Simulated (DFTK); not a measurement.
# TePb (Fm-3m) in DFTK: settings compared

The runs below take TePb through band structure, equation of state, with OLYP, rSCAN, PBE.

Everything below comes from runs of DFTK 0.8.2. Logs are shortened: lines on timing, memory, paths and dates and some standing lists are left out, and cuts for length are marked.

**Experimental background.**

From a printed reference work, monograph, for a bulk crystal of TePb at 4.2 K: band gap 0.19 eV (direct).

The results are compared with them further down.

**1. The structure**

It takes space group Fm-3m (No. 225, cubic). The conventional cell has a = 6.462 Å, b = 6.462 Å, c = 6.462 Å, α = 90.00°, β = 90.00°, γ = 90.00°. Pb (site symmetry m-3m) is surrounded by 6 Te at 3.23 Å. Te (site symmetry m-3m) is surrounded by 6 Pb at 3.23 Å.

**2. Band structure, OLYP**

The input, run.jl:

```julia
using DFTK
using PseudoPotentialData
using Unitful, UnitfulAtomic
using LinearAlgebra, Printf
include("save.jl")
disable_threading()

lines = readlines("TePb.cif")
tag(name) = parse(Float64, split(only(filter(startswith(name), lines)))[2])
a, b, c = tag.(["_cell_length_a", "_cell_length_b", "_cell_length_c"])
α, β, γ = deg2rad.(tag.(["_cell_angle_alpha", "_cell_angle_beta", "_cell_angle_gamma"]))
cx, cy  = cos(β), (cos(α) - cos(β) * cos(γ)) / sin(γ)
lattice = austrip(1u"Å") * [a b*cos(γ) c*cx; 0 b*sin(γ) c*cy; 0 0 c*sqrt(1 - cx^2 - cy^2)]
sites     = split.(lines[findlast(startswith("_atom_site_"), lines)+1:end])
symbols   = [Symbol(s[2]) for s in sites]
positions = [parse.(Float64, s[5:7]) for s in sites]
pseudopotentials = Dict(:Pb => "Pb.upf", :Te => "Te.upf")
elements = Dict(s => ElementPsp(s, pseudopotentials; rcut=10.0) for s in unique(symbols))
atoms    = [elements[s] for s in symbols]

build_model(lattice, positions; symmetries=true) =
    model_DFT(lattice, atoms, positions;
              functionals=[:gga_x_optx, :gga_c_lyp],
              temperature=austrip(0.05u"eV"),
              smearing=Smearing.FermiDirac(),
              symmetries)
Ecut  = 35.0  # hartree
kgrid = [6, 6, 6]
tol   = 1e-6
to_GPa = ustrip(uconvert(u"GPa", 1u"hartree/bohr^3"))

model = build_model(lattice, positions)
basis = PlaneWaveBasis(model; Ecut, kgrid)
display(basis)
scfres = self_consistent_field(basis;
                               tol,
                               nbandsalg=AdaptiveBands(model; n_bands_converge=20))
display(scfres.energies)
@printf "Fermi level: %.6f eV\n" ustrip(auconvert(u"eV", something(scfres.εF, NaN)))
forces = compute_forces_cart(scfres)
println("Forces (eV/Å)")
for (s, f) in zip(symbols, forces)
    @printf "%-3s %12.6f %12.6f %12.6f\n" s ustrip.(auconvert.(u"eV/Å", f))...
end
stress = compute_stresses_cart(scfres)
println("Stress (GPa)")
display(round.(stress * to_GPa; digits=4))
println("Levels at the first k-point (eV): ", round.(ustrip.(auconvert.(u"eV", scfres.eigenvalues[1])); digits=4))
save_scf!(scfres; forces, stress)

points = Dict("G" => [0.0, 0.0, 0.0], "K" => [0.375, 0.375, 0.75], "L" => [0.5, 0.5, 0.5], "U" => [0.625, 0.25, 0.625], "W" => [0.5, 0.25, 0.75], "X" => [0.5, 0.0, 0.5])
segments = [("G", "X", 7), ("X", "W", 4), ("W", "K", 3), ("K", "G", 7), ("G", "L", 6), ("L", "U", 4), ("U", "W", 3), ("W", "L", 5), ("L", "K", 4), ("U", "X", 3)]
kcoords = vcat([[points[a] + t * (points[b] - points[a]) for t in range(0, 1, n)] for (a, b, n) in segments]...)
bands = compute_bands(scfres, ExplicitKpoints(kcoords); n_bands=22, tol=1e-5)
for (k, ε) in zip(bands.basis.kpoints, bands.eigenvalues)
    @printf "%d %8.4f %8.4f %8.4f " k.spin k.coordinate...
    println(join([@sprintf("%9.4f", e) for e in ustrip.(auconvert.(u"eV", ε .- scfres.εF))]))
end
results["band_energies"] = rows(bands.eigenvalues); results["band_kpoints"] = rows(kcoords)
```

The input, TePb.cif:

```cif
data_TePb
_cell_length_a 4.56932402
_cell_length_b 4.56932402
_cell_length_c 4.56932402
_cell_angle_alpha 60.00000000
_cell_angle_beta 60.00000000
_cell_angle_gamma 60.00000000
_space_group_name_H-M_alt 'P1'
_space_group_name_Hall 'P 1'
_space_group_IT_number 1
loop_
_space_group_symop_operation_xyz
'x,y,z'
loop_
_atom_site_label
_atom_site_type_symbol
_atom_site_symmetry_multiplicity
_atom_site_Wyckoff_symbol
_atom_site_fract_x
_atom_site_fract_y
_atom_site_fract_z
_atom_site_occupancy
Pb1 Pb 1 a 0.0000000000 0.0000000000 0.0000000000 1
Te1 Te 1 a 0.5000000000 0.5000000000 0.5000000000 1
```

Potentials or basis: SG15 1.2 (PBE).

Started as:

```
$ julia --threads=1 run.jl  # save.jl only writes the numbers to a file and isn't shown; printed stress counts tension as positive; times include loading and compiling
```

The log of the run:

```text
PlaneWaveBasis discretization:

    Ecut                 : 35.0 Ha
    fft_size             : (48, 48, 48), 110592 total points
    kgrid                : MonkhorstPack([6, 6, 6])
    num.   red. kpoints  : 216
    num. irred. kpoints  : 16

    Discretized Model(gga_x_optx+gga_c_lyp, 3D):
        lattice (in Bohr)    : [8.63477   , 4.31739   , 4.31739   ]
                               [0         , 7.47793   , 2.49264   ]
                               [0         , 0         , 7.05026   ]
        unit cell volume     : 455.24 Bohr³

        atoms                : PbTe
        atom potentials      : ElementPsp(:Pb, "Pb.upf")
                               ElementPsp(:Te, "Te.upf")

        num. electrons       : 30
        spin polarization    : none
        temperature          : 0.0018375 Ha
        smearing             : DFTK.Smearing.FermiDirac()

        terms                : Kinetic()
                               AtomicLocal()
                               AtomicNonlocal()
                               Ewald(nothing)
                               PspCorrection()
                               Hartree()
                               Xc(gga_x_optx, gga_c_lyp)
                               Entropy()
n     Energy            log10(ΔE)   log10(Δρ)   Diag   Δtime
---   ---------------   ---------   ---------   ----   ------
  1   -143.9266090381                   -1.23    5.5    9.82s
  2   -143.9330674843       -2.19       -1.67    1.0    5.58s
  3   -143.9341807996       -2.95       -2.31    2.9    5.31s
  4   -143.9342207034       -4.40       -2.95    2.8    6.03s
  5   -143.9342215565       -6.07       -3.56    3.1    5.26s
  6   -143.9342216672       -6.96       -4.05    2.9    5.35s
  7   -143.9342216828       -7.81       -4.48    3.6    6.33s
  8   -143.9342216843       -8.82       -4.80    3.8    5.77s
  9   -143.9342216845       -9.65       -5.25    3.2    5.36s
 10   -143.9342216845      -10.65       -5.77    3.4    4.66s
 11   -143.9342216845      -11.62       -6.74    2.2    5.06s
Energy breakdown (in Ha):
    Kinetic             71.9897446
    AtomicLocal         -93.9505260
    AtomicNonlocal      -42.1752668
    Ewald               -104.8428455
    PspCorrection       7.7068616
    Hartree             33.7202339
    Xc                  -16.3824233
    Entropy             -0.0000001

    total               -143.934221684539
Fermi level: 3.530794 eV
Forces (eV/Å)
Pb     -0.000000    -0.000000     0.000000
Te      0.000000    -0.000000    -0.000000
Stress (GPa)
3×3 StaticArraysCore.SMatrix{3, 3, Float64, 9} with indices SOneTo(3)×SOneTo(3):
 -3.6371   0.0     -0.0
 -0.0     -3.6371  -0.0
  0.0     -0.0     -3.6371
Levels at the first k-point (eV): [-33.3755, -33.3755, -33.3717, -33.3717, -33.3717, -14.0298, -14.0298, -14.0298, -14.0268, -14.0268, -8.9517, -2.6216, 1.7116, 1.7116, 1.7116, 7.2412, 7.2412, 7.2412, 9.0611, 9.0611, 9.0611, 11.0281, 11.0407]
1   0.0000   0.0000   0.0000  -36.9063 -36.9063 -36.9025 -36.9025 -36.9025 -17.5606 -17.5606 -17.5606 -17.5576 -17.5576 -12.4825  -6.1524  -1.8192  -1.8192  -1.8192   3.7104   3.7104   3.7104   5.5303   5.5303   5.5303   7.4968
1   0.0833   0.0000   0.0833  -36.9063 -36.9063 -36.9025 -36.9024 -36.9024 -17.5611 -17.5603 -17.5591 -17.5591 -17.5570 -12.4038  -6.3975  -1.9356  -1.9356  -1.4114   2.6619   3.7110   3.7110   5.1348   5.9082   5.9082   7.6275
1   0.1667   0.0000   0.1667  -36.9063 -36.9062 -36.9025 -36.9023 -36.9023 -17.5685 -17.5627 -17.5551 -17.5550 -17.5550 -12.1729  -6.9029  -2.2325  -2.2325  -0.8371   1.4059   3.8238   3.8238   4.4834   6.8641   6.8641   7.8713
1   0.2500   0.0000   0.2500  -36.9064 -36.9061 -36.9026 -36.9021 -36.9021 -17.5816 -17.5648 -17.5526 -17.5493 -17.5493 -11.8115  -7.3807  -2.5972  -2.5972  -1.8235   2.1790   3.9156   4.1174   4.1174   8.1660   8.1660   8.2844
1   0.3333   0.0000   0.3333  -36.9064 -36.9060 -36.9026 -36.9019 -36.9019 -17.5968 -17.5670 -17.5500 -17.5433 -17.5433 -11.3790  -7.7004  -3.2781  -2.9252  -2.9252   3.4969   3.8658   4.5261   4.5261   8.8252   8.8883   9.6485
1   0.4167   0.0000   0.4167  -36.9065 -36.9060 -36.9027 -36.9017 -36.9017 -17.6093 -17.5685 -17.5481 -17.5388 -17.5388 -10.9994  -7.8245  -4.4059  -3.1470  -3.1470   3.2428   4.9052   4.9052   5.5223   9.4193   9.7242  10.9905
[... 38 lines left out ...]
1   0.5625   0.1250   0.5625  -36.9065 -36.9060 -36.9026 -36.9017 -36.9017 -17.6101 -17.5669 -17.5502 -17.5389 -17.5380 -10.8055  -8.0454  -4.7584  -3.0980  -3.0169   3.4356   4.4968   4.6679   6.1044   9.8849  10.0426  10.5001
1   0.5000   0.0000   0.5000  -36.9066 -36.9060 -36.9027 -36.9017 -36.9017 -17.6141 -17.5691 -17.5475 -17.5371 -17.5371 -10.8433  -7.8306  -4.8530  -3.2248  -3.2248   3.1578   5.0656   5.0656   6.3119   9.7954  10.6428  10.9995
```

It took 4.2 min on 1 thread of Intel Xeon Platinum 8259CL at 2.50GHz (Skylake/Cascade Lake), shared host; peak memory 2 GiB.

Results:

```
Free energy             : -3916.6497 eV
Pressure                : 3.6 GPa
Band gap on the k mesh  : 0.95 eV, direct
Band gap along the path : 0.95 eV, direct
```

Levels at the corners of the path, in eV from the valence-band top:
| point | band 11 | band 12 | band 13 | band 14 | band 15 | band 16 | band 17 | band 18 | band 19 | band 20 |
| --- | --- | --- | --- | --- | --- | --- | --- | --- | --- | --- |
| Γ | -12.01 | -5.68 | -1.34 | -1.34 | -1.34 | 4.19 | 4.19 | 4.19 | 6.01 | 6.01 |
| X | -10.37 | -7.36 | -4.38 | -2.75 | -2.75 | 3.63 | 5.54 | 5.54 | 6.79 | 10.27 |
| W | -10.21 | -8.03 | -3.69 | -3.69 | -0.38 | 1.78 | 5.41 | 5.41 | 7.02 | 7.02 |
| K | -10.27 | -8.00 | -4.01 | -2.25 | -2.02 | 3.69 | 3.83 | 5.40 | 6.05 | 9.17 |
| Γ | -12.01 | -5.68 | -1.34 | -1.34 | -1.34 | 4.19 | 4.19 | 4.19 | 6.01 | 6.01 |
| L | -10.60 | -8.60 | -0.89 | -0.89 | 0.00 | 0.95 | 1.37 | 1.37 | 8.85 | 9.43 |
| U | -10.27 | -8.00 | -4.01 | -2.25 | -2.02 | 3.69 | 3.83 | 5.40 | 6.05 | 9.17 |
| W | -10.21 | -8.03 | -3.69 | -3.69 | -0.38 | 1.78 | 5.41 | 5.41 | 7.02 | 7.02 |
| L | -10.60 | -8.60 | -0.89 | -0.89 | 0.00 | 0.95 | 1.37 | 1.37 | 8.85 | 9.43 |
| K | -10.27 | -8.00 | -4.01 | -2.25 | -2.02 | 3.69 | 3.83 | 5.40 | 6.05 | 9.17 |
| U | -10.27 | -8.00 | -4.01 | -2.25 | -2.02 | 3.69 | 3.83 | 5.40 | 6.05 | 9.17 |
| X | -10.37 | -7.36 | -4.38 | -2.75 | -2.75 | 3.63 | 5.54 | 5.54 | 6.79 | 10.27 |

Caveat: the potentials were made for another functional, which shifts forces and pressure; spin-orbit coupling is left out, which as a rule narrows the gap of such compounds by several tenths of an eV.

(Continued in part 2 of 2.)
